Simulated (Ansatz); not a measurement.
# SrO: the cost of one run

Program: Ansatz 0.2.0. Level of theory: reference: DFT, r2SCAN, plane waves, PAW. These are calculated values, not measurements.

1 further run of the same task is left out (it didn't finish).

## 1. Starting point

Symmetry: F-43m, No. 216, cubic system. Conventional cell: a = 5.585 Å, b = 5.585 Å, c = 5.585 Å, α = 90.00°, β = 90.00°, γ = 90.00°. Sr (site symmetry -43m) is surrounded by 4 O at 2.42 Å. O (site symmetry -43m) is surrounded by 4 Sr at 2.42 Å.

As a file:

```
CELL_PARAMETERS angstrom
0.00000 2.79228 2.79228
2.79228 0.00000 2.79228
2.79228 2.79228 0.00000
ATOMIC_POSITIONS crystal
Sr 0.00000 0.00000 0.00000
O 0.25000 0.25000 0.25000
```

## 2. The reference run

input.yaml

```yaml
crystal:
  lattice:
    - [0.0, 2.7922805169, 2.7922805169]
    - [2.7922805169, 0.0, 2.7922805169]
    - [2.7922805169, 2.7922805169, 0.0]
  atoms:
    - { symbol: Sr, position: [0.0, 0.0, 0.0] }
    - { symbol: O, position: [0.25, 0.25, 0.25] }
kpoints:
  mp_grid: { grid: [6, 6, 6] }
hamiltonian:
  xc: r2scan
scf:
  occupations: { method: fixed }
  n_extra_bands: 4
output:
  forces: true
  stress: true
  eigenvalues: true
```

The run is started by

```bash
$ ansatz run input.yaml --threads 4 --pin off --max-ram 3686MiB --backend cpu --events-out ev --progress --plain --runs-dir out
```

**Question.** How long does this run take on 4 threads of an Arm CPU, shared host, and how much memory does it need?

About 1.8 s, with a peak of 0.39 GiB.
